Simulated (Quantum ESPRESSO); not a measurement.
## Se: equation of state with PBE

Crystal: Se.

```
Se
1.0
     1.39427   -4.03900    0.00000
     1.39427    4.03900    0.00000
     0.00000    0.00000    4.61343
Se
2
Direct
  0.06434 0.93566 0.25000
  0.93566 0.06434 0.75000
```

This isn't the form of Se at room conditions, which is trigonal, of chains.

```
Program             : Quantum ESPRESSO 7.5
Task                : equation of state
Functional          : PBE
Potentials or basis : SSSP 1.3 efficiency PBE
Cutoff              : 748 eV
Density cutoff      : 5987 eV
k mesh              : 10 × 10 × 6
Occupations         : fermi-dirac, width 0.05 eV
Spin                : no spin polarisation
```

| Quantity | Value |
| --- | --- |
| Equilibrium volume | 26.65 Å³/atom |
| Bulk modulus at fixed shape and positions | 54 GPa |
| Pressure derivative of the bulk modulus | 4.4 |

Energy against volume, from the lowest point:
| volume (Å³/atom) | energy (meV/atom) |
| --- | --- |
| 24.422 | 36.53 |
| 24.941 | 20.60 |
| 25.461 | 9.52 |
| 25.980 | 2.80 |
| 26.500 | 0.00 |
| 27.020 | 0.72 |
| 27.539 | 4.61 |

All runs of the series together: 8.4 min on 1 thread of Arm Neoverse V1, with other jobs on the host.

Caveat: the cell was scaled at fixed shape and fractional positions, which overstates the stiffness of a crystal with free parameters, most of all of layers and chains.
